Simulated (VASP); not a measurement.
# Au in VASP: a series of runs

The runs below take Au through work function, with LDA, PBE, PBEsol.

All numbers are computed with VASP 6.6.1; they aren't measurements. Logs are shortened: lines on timing, memory, paths and dates and some standing lists are left out, and cuts for length are marked.

## Step 1: The slab as given

The cell holds a slab with vacuum, 7 atoms: a = 2.884 Å, b = 2.884 Å, c = 32.127 Å, α = 90.00°, β = 90.00°, γ = 120.00°.

The cell was built by a generator and needn't be a form met in nature.

## Step 2: Work function, LDA

INCAR reads:

```
SYSTEM = Au
PREC = Accurate
ENCUT = 520
EDIFF = 1E-6
ISMEAR = -1
SIGMA = 0.05
LREAL = .False.
LASPH = .True.
NELM = 60
ALGO = Normal
ISIF = 2
LWAVE = .False.
LCHARG = .True.
GGA = CA
LELF = .True.
LVHAR = .True.
LVACPOTAV = .True.
```

KPOINTS reads:

```
Automatic mesh
0
Gamma
  12 12 1
  0 0 0
```

POSCAR reads:

```
Au
1.0
    2.8835814537      0.0000000000      0.0000000000
   -1.4417907268      2.4972547928      0.0000000000
    0.0000000000      0.0000000000     32.1266063865
Au
7
Direct
    0.0000000000      0.0000000000      0.2801416338
    0.3333333333      0.6666666667      0.3534277558
    0.6666666667      0.3333333333      0.4267138779
    0.0000000000      0.0000000000      0.5000000000
    0.3333333333      0.6666666667      0.5732861221
    0.6666666667      0.3333333333      0.6465722442
    0.0000000000      0.0000000000      0.7198583662
```

Potentials or basis: VASP PAW LDA potentials, release 64 (Au).

Launch:

```sh
> cat potpaw_LDA.64/Au/POTCAR > POTCAR
> mpirun -np 1 vasp_std > vasp.out
```

OUTCAR:

```text
SYSTEM = Au
   PREC = Accurate
   ENCUT = 520
   EDIFF = 1E-6
   ISMEAR = -1
   LREAL = .False.
   LASPH = .True.
   NELM = 60
   ISIF = 2
   GGA = CA

 ion  position               nearest neighbor table
   1  0.000  0.000  0.280-   2 2.88   2 2.88   2 2.88
   2  0.333  0.667  0.353-   1 2.88   1 2.88   1 2.88   3 2.88   3 2.88   3 2.88
   3  0.667  0.333  0.427-   4 2.88   2 2.88   2 2.88   4 2.88   4 2.88   2 2.88
   4  0.000  0.000  0.500-   3 2.88   5 2.88   5 2.88   3 2.88   3 2.88   5 2.88
   5  0.333  0.667  0.573-   4 2.88   6 2.88   6 2.88   4 2.88   4 2.88   6 2.88
   6  0.667  0.333  0.647-   7 2.88   7 2.88   7 2.88   5 2.88   5 2.88   5 2.88
   7  0.000  0.000  0.720-   6 2.88   6 2.88   6 2.88

  LATTYP: Found a hexagonal cell.
 ALAT       =     2.8835814537
 C/A-ratio  =    11.1412168868

  Lattice vectors:

 A1 = (   2.8835814537,   0.0000000000,   0.0000000000)
 A2 = (  -1.4417907268,   2.4972547928,   0.0000000000)
 A3 = (   0.0000000000,   0.0000000000,  32.1266063865)

Analysis of symmetry for initial positions (statically):
=====================================================================
 Subroutine PRICEL returns:
 Original cell was already a primitive cell.

 Routine SETGRP: Setting up the symmetry group for a
 hexagonal supercell.

 Subroutine GETGRP returns: Found 12 space group operations
 (whereof 12 operations were pure point group operations)
 out of a pool of 24 trial point group operations.

The static configuration has the point symmetry D_3d.

Analysis of symmetry for dynamics (positions and initial velocities):
=====================================================================
 Subroutine PRICEL returns:
 Original cell was already a primitive cell.

 Routine SETGRP: Setting up the symmetry group for a
 hexagonal supercell.

 Subroutine GETGRP returns: Found 12 space group operations
 (whereof 12 operations were pure point group operations)
 out of a pool of 24 trial point group operations.

The dynamic configuration has the point symmetry D_3d.

 Subroutine INISYM returns: Found 12 space group operations
 (whereof 12 operations are pure point group operations),
 and found     1 'primitive' translations

----------------------------------------------------------------------------------------

                                     Primitive cell

  volume of cell :     231.3449

[... 96 lines left out ...]
   IBRION =     -1    ionic relax: 0-MD 1-quasi-New 2-CG
   NFREE  =      0    steps in history (QN), initial steepest desc. (CG)
   ISIF   =      2    stress and relaxation
   ISYM   =      2    0-nonsym 1-usesym 2-fastsym
   POTIM  = 0.5000    time-step for ionic-motion
   TEBEG  =    0.0;   TEEND  =   0.0 temperature during run
   PSTRESS=    0.0 pullay stress
   NELECT =      77.0000    total number of electrons
   NUPDOWN=      -1.0000    fix difference up-down
   EMIN   =  10.00;   EMAX   =-10.00  energy-range for DOS
   EFERMI =   0.00;   METHOD = LEGACY
   ISMEAR =    -1;   SIGMA  =   0.05  broadening in eV -4-tet -1-fermi 0-gaus
   EFERMI_NEDOS =   21; number of points for ismear=-14 and -15
   IALGO  =     38    algorithm
   IMIX   =      4    mixing-type and parameters
     AMIX     =   0.40;   BMIX     =  1.00
     AMIX_MAG =   1.60;   BMIX_MAG =  1.00
  volume/ion in A,a.u.               =      33.05       223.03
  Fermi-wavevector in a.u.,A,eV,Ry     =   1.134536  2.143963 17.513049  1.287173
  Thomas-Fermi vector in A             =   2.271240
   LORBIT       =      0    0 simple, 1 ext, 2 COOP (PROOUT), +10 PAW based schemes
   GGA     = CA    functional components
   LHFCALC =     F    Hartree Fock is set to
   AEXX    =    0.0000 exact exchange contribution
   IVDW    =     0    specifies the selected vdW correction
   LEPSILON=     F    determine dielectric tensor
   LRPA    =     F    only Hartree local field effects (RPA)
 non-spin polarized calculation
  energy-cutoff  :      520.00
  volume of cell :      231.34
 maximum number of plane-waves:      6323
 NGX is ok and might be reduce to    24
   NGX = 11   NGY = 11   NGZ =119

 number of electron      77.0000010 magnetization

 Free energy of the ion-electron system (eV)
  ---------------------------------------------------
  ext. energy  EPLUGINS =         0.00000000
  ---------------------------------------------------
  free energy    TOTEN  =       -30.05412285 eV

  energy without entropy =      -30.03525968  energy(sigma->0) =      -30.04469127

 E-fermi :   2.0278     XC(G=0):  -7.2098

 val. band max:        1.9531260472   @ k =   0.1667   0.0833   0.0000
 cond. band min:       2.0288158193   @ k =   0.3333   0.1667   0.0000
 fundamental gap:      0.0756897721
 Fermi energy:         2.0277758518

 k-point     1 :       0.0000    0.0000    0.0000
  band No.  band energies     occupation
      1      -7.7203      2.00000
      2      -7.2476      2.00000
      3      -6.5523      2.00000
      4      -5.8118      2.00000
      5      -5.3859      2.00000
      6      -5.1783      2.00000
[... 920 lines left out ...]
     45       6.9359      0.00000
     46       7.5338      0.00000

------------------------ aborting loop because EDIFF is reached ----------------------------------------

  FORCE on cell =-STRESS in cart. coord.  units (eV):
  Direction    XX          YY          ZZ          XY          YZ          ZX
  --------------------------------------------------------------------------------------
  -------------------------------------------------------------------------------------
  Total       -5.7968314     -5.7968314     -2.3176714     -0.0000000     -0.0000000      0.0000000
  in kB      -40.1459114    -40.1459114    -16.0510152     -0.0000000     -0.0000000      0.0000000
  external PRESSURE =     -32.1142793 kB  Pullay stress =       0.0000000 kB

 VOLUME and BASIS-vectors are now :
 -----------------------------------------------------------------------------
  energy-cutoff  :      520.00
  volume of cell :      231.34
      direct lattice vectors                 reciprocal lattice vectors
     2.883581454  0.000000000  0.000000000     0.346790967  0.200219858  0.000000000
    -1.441790727  2.497254793  0.000000000     0.000000000  0.400439716  0.000000000
     0.000000000  0.000000000 32.126606387     0.000000000  0.000000000  0.031126848

 POSITION                                       TOTAL-FORCE (eV/Angst)
 -----------------------------------------------------------------------------------
      0.00000      0.00000      9.00000        -0.000000     -0.000000      0.067226
     -0.00000      1.66484     11.35443        -0.000000     -0.000000      0.137789
      1.44179      0.83242     13.70887         0.000000      0.000000     -0.003104
      0.00000      0.00000     16.06330        -0.000000      0.000000      0.000000
     -0.00000      1.66484     18.41774         0.000000     -0.000000      0.003104
      1.44179      0.83242     20.77217         0.000000      0.000000     -0.137789
      0.00000      0.00000     23.12661        -0.000000     -0.000000     -0.067226
 -----------------------------------------------------------------------------------
    total drift:                                0.000000      0.000000     -0.000000

  FREE ENERGIE OF THE ION-ELECTRON SYSTEM (eV)
  ---------------------------------------------------
  free  energy   TOTEN  =       -30.0541228531 eV

  energy  without entropy=      -30.0352596791  energy(sigma->0) =      -30.04469127
```

stdout:

```text
POSCAR found type information on POSCAR Au
 POSCAR found :  1 types and       7 ions
 scaLAPACK will be used
 LDA part: xc-table for (Slater(with rela. corr.)+CA(PZ))
 , standard interpolation
 POSCAR, INCAR and KPOINTS ok, starting setup
 FFT: planning ... GRIDC
 FFT: planning ... GRID_SOFT
 FFT: planning ... GRID
 WAVECAR not read
 entering main loop
```

Wall time 6.5 min (1 thread of Intel Xeon Platinum 8488C (Sapphire Rapids), shared host); peak memory 0.35 GiB.

Results:

- Free energy: -30.0541 eV
- Largest force: 0.138 eV/Å
- Band gap on the k mesh: none (metal or under the smearing width)

Forces in eV/Å, atoms in the order of the input:
```
Au   0.000  0.000  0.067
Au   0.000  0.000  0.138
Au   0.000  0.000 -0.003
Au   0.000  0.000  0.000
Au   0.000  0.000  0.003
Au   0.000  0.000 -0.138
Au   0.000  0.000 -0.067
```

## Step 3: Work function, PBE

Changes to INCAR since step 2:

```diff
@@ -13,3 +13,3 @@
 LCHARG = .True.
-GGA = CA
+GGA = PE
 LELF = .True.
```

KPOINTS is that of step 2.

POSCAR is that of step 2.

Potentials or basis: VASP PAW PBE potentials, release 64 (Au).

Launch:

```sh
> cat potpaw_PBE.64/Au/POTCAR > POTCAR
> mpirun -np 1 vasp_std > vasp.out
```

OUTCAR:

```text
SYSTEM = Au
   PREC = Accurate
   ENCUT = 520
   EDIFF = 1E-6
   ISMEAR = -1
   LREAL = .False.
   LASPH = .True.
   NELM = 60
   ISIF = 2
   GGA = PE

 ion  position               nearest neighbor table
   1  0.000  0.000  0.280-   2 2.88   2 2.88   2 2.88
   2  0.333  0.667  0.353-   1 2.88   1 2.88   1 2.88   3 2.88   3 2.88   3 2.88
   3  0.667  0.333  0.427-   4 2.88   2 2.88   2 2.88   4 2.88   4 2.88   2 2.88
   4  0.000  0.000  0.500-   3 2.88   5 2.88   5 2.88   3 2.88   3 2.88   5 2.88
   5  0.333  0.667  0.573-   4 2.88   6 2.88   6 2.88   4 2.88   4 2.88   6 2.88
   6  0.667  0.333  0.647-   7 2.88   7 2.88   7 2.88   5 2.88   5 2.88   5 2.88
   7  0.000  0.000  0.720-   6 2.88   6 2.88   6 2.88

  LATTYP: Found a hexagonal cell.
 ALAT       =     2.8835814537
 C/A-ratio  =    11.1412168868

  Lattice vectors:

 A1 = (   2.8835814537,   0.0000000000,   0.0000000000)
 A2 = (  -1.4417907268,   2.4972547928,   0.0000000000)
 A3 = (   0.0000000000,   0.0000000000,  32.1266063865)

Analysis of symmetry for initial positions (statically):
[... 183 lines left out ...]
 Fermi energy:         2.3265962370

 k-point     1 :       0.0000    0.0000    0.0000
  band No.  band energies     occupation
      1      -7.3754      2.00000
      2      -6.9036      2.00000
      3      -6.2091      2.00000
      4      -5.4713      2.00000
      5      -5.0535      2.00000
      6      -4.8467      2.00000
[... 920 lines left out ...]
     45       7.2519      0.00000
     46       7.8501      0.00000

------------------------ aborting loop because EDIFF is reached ----------------------------------------

  FORCE on cell =-STRESS in cart. coord.  units (eV):
  Direction    XX          YY          ZZ          XY          YZ          ZX
  --------------------------------------------------------------------------------------
  -------------------------------------------------------------------------------------
  Total        3.8360958      3.8360958      5.9422025      0.0000000      0.0000000     -0.0000000
  in kB       26.5668516     26.5668516     41.1526777      0.0000000      0.0000000     -0.0000000
  external PRESSURE =      31.4287937 kB  Pullay stress =       0.0000000 kB

 VOLUME and BASIS-vectors are now :
 -----------------------------------------------------------------------------
  energy-cutoff  :      520.00
  volume of cell :      231.34
      direct lattice vectors                 reciprocal lattice vectors
     2.883581454  0.000000000  0.000000000     0.346790967  0.200219858  0.000000000
    -1.441790727  2.497254793  0.000000000     0.000000000  0.400439716  0.000000000
     0.000000000  0.000000000 32.126606387     0.000000000  0.000000000  0.031126848

 POSITION                                       TOTAL-FORCE (eV/Angst)
 -----------------------------------------------------------------------------------
      0.00000      0.00000      9.00000         0.000000      0.000000     -0.520111
     -0.00000      1.66484     11.35443         0.000000     -0.000000      0.140559
      1.44179      0.83242     13.70887         0.000000      0.000000     -0.002804
      0.00000      0.00000     16.06330         0.000000      0.000000      0.000000
     -0.00000      1.66484     18.41774        -0.000000      0.000000      0.002804
      1.44179      0.83242     20.77217        -0.000000      0.000000     -0.140559
      0.00000      0.00000     23.12661         0.000000      0.000000      0.520111
 -----------------------------------------------------------------------------------
    total drift:                                0.000000      0.000000     -0.000000

  FREE ENERGIE OF THE ION-ELECTRON SYSTEM (eV)
  ---------------------------------------------------
  free  energy   TOTEN  =       -21.8054901609 eV

  energy  without entropy=      -21.7867669154  energy(sigma->0) =      -21.79612854
```

OSZICAR:

```text
N       E                     dE             d eps       ncg     rms          rms(c)
DAV:   1     0.531417129231E+03    0.53142E+03   -0.36925E+04  1764   0.149E+03
DAV:   2    -0.187196981287E+00   -0.53160E+03   -0.50244E+03  1996   0.315E+02
DAV:   3    -0.230718163015E+02   -0.22885E+02   -0.21451E+02  1984   0.584E+01
[... 16 lines left out ...]
DAV:  20    -0.218054758040E+02   -0.12601E-04   -0.26779E-06  1260   0.986E-03    0.998E-03
DAV:  21    -0.218054820444E+02   -0.62404E-05   -0.57009E-07  1112   0.273E-03    0.764E-03
DAV:  22    -0.218054882962E+02   -0.62518E-05   -0.11167E-06  1206   0.333E-03    0.138E-03
DAV:  23    -0.218054892971E+02   -0.10009E-05   -0.97954E-08  1054   0.125E-03    0.718E-04
DAV:  24    -0.218054901609E+02   -0.86382E-06   -0.20960E-07  1066   0.282E-03
   1 F= -.21805490E+02 E0= -.21796129E+02  d E =-.187232E-01
```

Wall time 6.9 min (1 thread of Intel Xeon Platinum 8488C (Sapphire Rapids), shared host); peak memory 0.44 GiB.

Results:

```
Free energy            : -21.8055 eV
Largest force          : 0.520 eV/Å
Band gap on the k mesh : none (metal or under the smearing width)
```

Forces on the atoms (eV/Å):
```
Au   0.000  0.000 -0.520
Au   0.000  0.000  0.141
Au   0.000  0.000 -0.003
Au   0.000  0.000  0.000
Au   0.000  0.000  0.003
Au   0.000  0.000 -0.141
Au   0.000  0.000  0.520
```

Levels at points of the mesh, in eV from the Fermi level:
```
           k point  band 35  band 36  band 37  band 38  band 39  band 40  band 41  band 42  band 43  band 44
(0.00, 0.00, 0.00)    -2.50    -2.39    -2.39    -2.10    -2.10    -1.96    -1.96    -0.63    -0.12     4.12
(0.50, 0.00, 0.00)    -1.50    -0.46     0.31     0.86     1.12     1.13     1.38     1.39     3.31     3.72
```

(Part 1 of 2 ends here.)
